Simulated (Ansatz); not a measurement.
# TaN: stress in a strained cell

Aim: deform TaN (equal xy, yz and zx engineering shear strains of -2 %) and compute stress, forces and field gradients with LAPW, PAW and all-electron datasets made for the crystal.

Program: Ansatz 0.2.0. Level of theory: DFT PBEsol, scalar-relativistic. These are calculated values, not measurements.

### 1 Starting point

The structure is hexagonal, space group P6_3mc (No. 186). Conventional cell: a = 3.050 Å, b = 3.050 Å, c = 4.940 Å, α = 90.00°, β = 90.00°, γ = 120.00°. Ta (site symmetry 3m) has 4 N at 1.85 to 1.90 Å as nearest neighbours. N (site symmetry 3m) has 4 Ta at 1.85 to 1.90 Å as nearest neighbours.

Coordinates:

```xyz
4
Lattice="3.0500 0.0000 0.0000 -1.5250 2.6414 0.0000 0.0000 0.0000 4.9400" Properties=species:S:1:pos:R:3 pbc="T T T"
Ta    0.0000    1.7609    0.0000
Ta    1.5250    0.8805    2.4700
N     0.0000    1.7609    1.9019
N     1.5250    0.8805    4.3719
```

Atoms are numbered in the order of the input: Ta1, Ta2, N3, N4.

### 2 After the deformation

Space group P6_3mc before, P1 after.

### 3 LAPW, all electrons

Contents of input.yaml:

```yaml
crystal:
  lattice:
    - [3.0500010905, -0.0305000109, -0.0305000109]
    - [-1.5514143296, 2.6566284314, -0.0111637788]
    - [-0.0494, -0.0494, 4.94]
  atoms:
    - { symbol: Ta, position: [0.3333333333, 0.6666666667, 0.0] }
    - { symbol: Ta, position: [0.6666666667, 0.3333333333, 0.5] }
    - { symbol: "N", position: [0.3333333333, 0.6666666667, 0.385] }
    - { symbol: "N", position: [0.6666666667, 0.3333333333, 0.885] }
kpoints:
  mp_grid: { grid: [9, 9, 5] }
  band_path:
    path:
      - [0.0, 0.0, 0.0]
      - [0.0, 0.0, 0.5]
      - [-0.5, 0.5, 0.0]
      - [0.0, 0.0, 0.0]
      - [0.0, -0.5, 0.0]
      - [-0.5, 0.0, 0.5]
      - [0.0, 0.0, 0.0]
      - [-0.5, 0.0, 0.0]
      - [0.0, -0.5, 0.5]
    npoints: 5
scf:
  occupations: { method: fermi_dirac, width: 0.01 }
hamiltonian:
  xc: pbesol
  pseudopotentials: { kind: all_electron, lapw: { basis_error: 0.001 } }
output:
  forces: true
  stress: true
  eigenvalues: true
```

Started as:

```
> ansatz run input.yaml --threads 1 --pin off --max-ram 6144MiB --backend cpu --events-out ev --progress --plain --runs-dir out
```

### 4 Frozen-core PAW

Contents of input.yaml:

```yaml
crystal:
  lattice:
    - [3.0500010905, -0.0305000109, -0.0305000109]
    - [-1.5514143296, 2.6566284314, -0.0111637788]
    - [-0.0494, -0.0494, 4.94]
  atoms:
    - { symbol: Ta, position: [0.3333333333, 0.6666666667, 0.0] }
    - { symbol: Ta, position: [0.6666666667, 0.3333333333, 0.5] }
    - { symbol: "N", position: [0.3333333333, 0.6666666667, 0.385] }
    - { symbol: "N", position: [0.6666666667, 0.3333333333, 0.885] }
kpoints:
  mp_grid: { grid: [9, 9, 5] }
scf:
  occupations: { method: fermi_dirac, width: 0.01 }
hamiltonian:
  xc: pbesol
  pseudopotentials: { kind: paw }
output:
  forces: true
  stress: true
  eigenvalues: true
  efg: { contact_densities: true }
```

### 5 All-electron PAW on datasets made for the crystal

input.yaml: that of step 4 with these lines changed.

```diff
@@ -16,3 +16,3 @@
   xc: pbesol
-  pseudopotentials: { kind: paw }
+  pseudopotentials: { kind: all_electron, datasets: crystal }
 output:
```

(Steps that only read results are left out.)

Before running it: what results should come out? Wanted: pressure; largest shear or deviatoric stress.

**Answer**, as computed:

| quantity | value |
| --- | --- |
| pressure | LAPW 123.99, PAW 126.40, crystal datasets 123.99 GPa |
| largest shear or deviatoric stress (LAPW) | 16.60 GPa |

In words: The largest part of the stress beyond the pressure is 16.60 GPa in size, in the zz component; the atoms are carried along and not relaxed. No run of the undeformed cell stands beside it, so the pressure holds what the given cell had before the change. PAW: stress within 2.57 GPa of LAPW, forces within 24 meV/Å. Crystal datasets: stress within 0.01 GPa of LAPW, forces within 1 meV/Å. Spin-orbit coupling is left out, though the cell holds Ta; in elements this heavy it can shift bands and gaps by tenths of an eV.
